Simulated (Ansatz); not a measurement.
## Computed properties of IrO$_{2}$

```
Ir O
1.0
     4.49900    0.00000    0.00000
     0.00000    4.49900    0.00000
     0.00000    0.00000    3.14600
Ir O
2 4
Direct
  0.00000 0.00000 0.00000
  0.50000 0.50000 0.50000
  0.31100 0.31100 0.00000
  0.18900 0.81100 0.50000
  0.68900 0.68900 0.00000
  0.81100 0.18900 0.50000
```

Atoms are numbered in the order listed.

The cell comes from COD entry 1538153, which wasn't checked; take it as a given geometry. It is an old determination, and later ones may differ.

No spin–orbit coupling, which matters for the heavy atoms here.

Methods: DFT, PBE, all-electron LAPW, scalar-relativistic (Ansatz 0.2.0); DFT, PBE, PAW with Ansatz's default frozen-core files, scalar-relativistic (Ansatz 0.2.0).

For LAPW: a Γ-centred 8×8×11 k mesh, Fermi–Dirac smearing of 0.05 eV, basis error target 0.5 meV/atom, no spin polarisation. PAW takes a cutoff of 420 eV at this cell. The Ansatz runs share mesh, smearing and spin set-up. Values come from LAPW unless marked.

```yaml
Pressure_at_this_cell: 7.92 GPa
Band_gap: "none: bands cross the Fermi level, a metal"
Stress_xx_yy_zz_compression_positive: 5.21, 5.21, 13.33 GPa
Largest_force: 0.632 eV/Å on O5
Density_of_states_at_the_Fermi_level_0.2_eV_bin: 3.06 states/eV per cell
Löwdin_charges_with_0.23_e_of_the_cell_spilling_out_of_the_atomic_basis_so_their_sizes_and_signs_hang_on_that_basis: Ir1 1.41, O3 -0.64 e
Bader_charges_from_the_PAW_run: Ir1 +1.77, O3 -0.88 e
Volume_per_atom: 10.61 Å³
```
